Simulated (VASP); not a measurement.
# AlGa3N2 (P3m1) in VASP: a series of runs, part 2 of 2

VASP 6.6.1. The steps go on from the part before.

## (3) Equation of state, PBE, 13.59 Å³/atom (volume scaled by 0.97)

Input file INCAR:

```
ALGO = Normal
EDIFF = 1E-6
EDIFFG = -0.02
ENCUT = 520
GGA = PE
IBRION = 2
ISIF = 4
ISMEAR = 0
KPAR = 2
LASPH = True
LCHARG = False
LREAL = False
LWAVE = False
NELM = 100
NSW = 30
PREC = Accurate
SIGMA = 0.1
```

Input file KPOINTS:

```
k-points
0
Gamma
  10 10 4
```

Input file POSCAR:

```
AlGa3N2
1.0
    3.1876140790      0.0000000000      0.0000000000
   -1.5938075345      2.7605551245      0.0000000000
    0.0000000000      0.0000000000      9.2688632301
Al Ga N
1 3 2
Direct
    0.6666670000      0.3333330000      0.2546380000
    0.3333330000      0.6666670000      0.9775310000
    0.0000000000      0.0000000000      0.5264520000
    0.3333330000      0.6666670000      0.7103350000
    0.6666670000      0.3333330000      0.0524980000
    0.0000000000      0.0000000000      0.3155920000
```

Potentials or basis: VASP PAW PBE potentials, release 64 (Al, Ga_d, N).

On the command line:

```sh
cat potpaw_PBE.64/Al/POTCAR potpaw_PBE.64/Ga_d/POTCAR potpaw_PBE.64/N/POTCAR > POTCAR
mpirun -np 2 vasp_std > vasp.out
```

It took 3.2 min on 2 MPI ranks of Intel Xeon Platinum 8259CL at 2.50GHz (Skylake/Cascade Lake), shared host; peak memory 0.26 GiB.

It converged, with:

- Free energy: -32.0227 eV
- Pressure: 3.6 GPa
- Largest force: 0.013 eV/Å
- Band gap on the k mesh: none (metal or under the smearing width)

## (4) Equation of state, PBE, 14.43 Å³/atom (volume scaled by 1.03)

INCAR is that of step 3.

KPOINTS is that of step 3.

Changes to POSCAR since step 3:

```diff
@@ -2,5 +2,5 @@
 1.0
-    3.1876140790      0.0000000000      0.0000000000
-   -1.5938075345      2.7605551245      0.0000000000
-    0.0000000000      0.0000000000      9.2688632301
+    3.2520276776      0.0000000000      0.0000000000
+   -1.6260143437      2.8163389443      0.0000000000
+    0.0000000000      0.0000000000      9.4561634553
 Al Ga N
```

On the command line:

```sh
cat potpaw_PBE.64/Al/POTCAR potpaw_PBE.64/Ga_d/POTCAR potpaw_PBE.64/N/POTCAR > POTCAR
mpirun -np 2 vasp_std > vasp.out
```

It took 4 min on 2 MPI ranks of Intel Xeon Platinum 8259CL at 2.50GHz (Skylake/Cascade Lake), shared host; peak memory 0.26 GiB.

Results (log left out):

```yaml
Free_energy: -32.0280 eV
Pressure: -2.9 GPa
Largest_force: 0.017 eV/Å
Band_gap_on_the_k_mesh: none (metal or under the smearing width)
```

## (5) Equation of state, PBE, 13.17 Å³/atom (volume scaled by 0.94)

INCAR is that of step 4.

KPOINTS is that of step 4.

Changes to POSCAR since step 4:

```diff
@@ -2,5 +2,5 @@
 1.0
-    3.2520276776      0.0000000000      0.0000000000
-   -1.6260143437      2.8163389443      0.0000000000
-    0.0000000000      0.0000000000      9.4561634553
+    3.1544073509      0.0000000000      0.0000000000
+   -1.5772041652      2.7317972506      0.0000000000
+    0.0000000000      0.0000000000      9.1723055497
 Al Ga N
```

On the command line:

```sh
cat potpaw_PBE.64/Al/POTCAR potpaw_PBE.64/Ga_d/POTCAR potpaw_PBE.64/N/POTCAR > POTCAR
mpirun -np 2 vasp_std > vasp.out
```

Run time: 4.8 min. Hardware: 2 MPI ranks of Intel Xeon Platinum 8259CL at 2.50GHz (Skylake/Cascade Lake), shared host; peak memory 0.26 GiB.

Results (log left out):

```
Free energy            : -31.9317 eV
Pressure               : 8.0 GPa
Largest force          : 0.016 eV/Å
Band gap on the k mesh : none (metal or under the smearing width)
```

## (6) Equation of state, PBE, 14.85 Å³/atom (volume scaled by 1.06)

INCAR is that of step 5.

KPOINTS is that of step 5.

Changes to POSCAR since step 5:

```diff
@@ -2,5 +2,5 @@
 1.0
-    3.1544073509      0.0000000000      0.0000000000
-   -1.5772041652      2.7317972506      0.0000000000
-    0.0000000000      0.0000000000      9.1723055497
+    3.2832990928      0.0000000000      0.0000000000
+   -1.6416500562      2.8434207878      0.0000000000
+    0.0000000000      0.0000000000      9.5470936821
 Al Ga N
```

Potentials or basis: VASP PAW PBE potentials, release 64 (Al, Ga_d, N).

On the command line:

```sh
cat potpaw_PBE.64/Al/POTCAR potpaw_PBE.64/Ga_d/POTCAR potpaw_PBE.64/N/POTCAR > POTCAR
mpirun -np 2 vasp_std > vasp.out
```

Wall time 3.7 min (2 MPI ranks of Intel Xeon Platinum 8259CL at 2.50GHz (Skylake/Cascade Lake), shared host); peak memory 0.26 GiB.

Results (log left out):

```
Free energy            : -31.9609 eV
Pressure               : -5.6 GPa
Largest force          : 0.012 eV/Å
Band gap on the k mesh : none (metal or under the smearing width)
```

## (7) Equation of state, PBE, 12.75 Å³/atom (volume scaled by 0.91)

INCAR is that of step 6.

KPOINTS is that of step 6.

Changes to POSCAR since step 6:

```diff
@@ -2,5 +2,5 @@
 1.0
-    3.2832990928      0.0000000000      0.0000000000
-   -1.6416500562      2.8434207878      0.0000000000
-    0.0000000000      0.0000000000      9.5470936821
+    3.1204863633      0.0000000000      0.0000000000
+   -1.5602436662      2.7024208099      0.0000000000
+    0.0000000000      0.0000000000      9.0736709639
 Al Ga N
```

On the command line:

```sh
cat potpaw_PBE.64/Al/POTCAR potpaw_PBE.64/Ga_d/POTCAR potpaw_PBE.64/N/POTCAR > POTCAR
mpirun -np 2 vasp_std > vasp.out
```

Run time: 3.3 min. Hardware: 2 MPI ranks of Intel Xeon Platinum 8259CL at 2.50GHz (Skylake/Cascade Lake), shared host; peak memory 0.25 GiB.

The run converged. Its results:

```yaml
Free_energy: -31.7660 eV
Pressure: 13.1 GPa
Largest_force: 0.019 eV/Å
Band_gap_on_the_k_mesh: none (metal or under the smearing width)
```

## (8) Equation of state, PBE, 15.28 Å³/atom (volume scaled by 1.09)

INCAR is that of step 7.

KPOINTS is that of step 7.

Changes to POSCAR since step 7:

```diff
@@ -2,5 +2,5 @@
 1.0
-    3.1204863633      0.0000000000      0.0000000000
-   -1.5602436662      2.7024208099      0.0000000000
-    0.0000000000      0.0000000000      9.0736709639
+    3.3139859097      0.0000000000      0.0000000000
+   -1.6569934694      2.8699963542      0.0000000000
+    0.0000000000      0.0000000000      9.6363240286
 Al Ga N
```

On the command line:

```sh
cat potpaw_PBE.64/Al/POTCAR potpaw_PBE.64/Ga_d/POTCAR potpaw_PBE.64/N/POTCAR > POTCAR
mpirun -np 2 vasp_std > vasp.out
```

Run time: 5.2 min. Hardware: 2 MPI ranks of Intel Xeon Platinum 8259CL at 2.50GHz (Skylake/Cascade Lake), shared host; peak memory 0.3 GiB.

The run converged. Its results:

```
Free energy            : -31.8558 eV
Pressure               : -7.8 GPa
Largest force          : 0.008 eV/Å
Band gap on the k mesh : none (metal or under the smearing width)
```
